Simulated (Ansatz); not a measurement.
# SnS: experiment and calculation

**Measured values to compare with.**

A printed reference work (data compilation) reports, for a bulk crystal of SnS: band gap 1.087 eV (indirect).

How close the calculation comes is told at the end.

Theory: DFT PBE, scalar-relativistic, plane waves, PAW (Ansatz).

Cutoff 420 eV; k points 4×8×6 on the computed 8-atom cell (Γ-centred); Gaussian smearing, width 0.02 eV; no spin polarisation.

Relaxed structure:

```yaml
crystal:
  lattice:
    - [11.44669, 0.00000, 0.00000]
    - [0.00000, 4.02543, 0.00000]
    - [0.00000, 0.00000, 4.44688]
  atoms:
    - { symbol: Sn, position: [0.62159, 0.25000, 0.62978] }
    - { symbol: Sn, position: [0.87841, 0.75000, 0.12978] }
    - { symbol: Sn, position: [0.12159, 0.25000, 0.87022] }
    - { symbol: Sn, position: [0.37841, 0.75000, 0.37022] }
    - { symbol: S, position: [0.35000, 0.25000, 0.97682] }
    - { symbol: S, position: [0.15000, 0.75000, 0.47682] }
    - { symbol: S, position: [0.85000, 0.25000, 0.52318] }
    - { symbol: S, position: [0.65000, 0.75000, 0.02318] }
```

```json
{"Space group": "Pnma (No. 62)", "Volume per atom": "25.61 Å³", "Formation energy from the elements' standard states (uncorrected)": "-0.457 eV/atom", "Kohn–Sham band gap": "0.95 eV", "Orbital (Löwdin) character of the top 1 eV of the valence band": "S 3p 58 %, Sn 5s 22 %, Sn 5p 17 %", "Orbital (Löwdin) character of the lowest 1 eV of the conduction band": "Sn 5p 63 %, S 3p 16 %, S 3s 9 %, Sn 5s 8 %, unprojected 4 %", "Bader charge by site (e)": "Sn (4 in the cell) 0.96, S (4 in the cell) -0.96"}
```

The cell holds layers, chains or molecules and no dispersion correction was added, so their binding is poorly described.

Against the measured band gap of SnS, 1.087 eV (indirect; a printed reference work (data compilation)), the calculated 0.95 eV is off by -0.14 eV. Kohn–Sham gaps of semilocal functionals fall short of measured ones as a rule.

It was relaxed from a cell as deposited in COD. Löwdin shares on free-atom orbitals overweight diffuse shells in the empty bands.
